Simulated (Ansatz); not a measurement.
## Ta$_{2}$C (P-3m1), rigid cleavage

All numbers below come from Ansatz, DFT r2SCAN, scalar-relativistic, plane waves, PAW. The runs took a 500 eV cutoff, a Γ-centred 17×17×5 mesh and Gaussian smearing (0.15 eV). Spin–orbit coupling is left out, which can shift energies with elements as heavy as these. No spin polarisation. Energies are free energies at this smearing, counted from the undisturbed cell; pressure is positive in compression.

Reference structure (relaxed at this level):

```
Ta C
1.0
    -3.11016    0.00000    0.00000
    -1.55508   -2.69348    0.00000
     0.00000    0.00000    9.88460
Ta C
4 2
Direct
  0.33333 0.33333 0.87678
  0.33333 0.33333 0.37678
  0.66667 0.66667 0.12322
  0.66667 0.66667 0.62322
  0.00000 0.00000 0.75000
  0.00000 0.00000 0.25000
```

The cut lies on the cell's a–b face, a (0 0 1) plane (indices in the standard cell, whose axes needn't be the Cartesian ones shown) of area 8.38 Å², between layers 2.44 Å apart. Vector c is lengthened by d along the normal with the atoms' Cartesian places fixed: one unrelaxed cut a cell. The cell is metallic on the mesh throughout.

```
d (Å) energy (J/m²)
 0.00           0.00
 0.50           1.30
 1.00           3.30
 2.00           5.53
 3.00           6.12
 6.00           6.27
```

Predict the traction dE/dd (GPa) at each point.

| d (Å) | traction dE/dd (GPa) |
| --- | --- |
| 0.00 | 0.1 |
| 0.50 | 40.2 |
| 1.00 | 35.7 |
| 2.00 | 11.5 |
| 3.00 | 2.4 |
| 6.00 | 0.0 |

Cost: 6 runs of about 11 core-minutes in all, on Intel Xeon Processor @ 2.50GHz (Skylake/Cascade Lake) (shared hosts).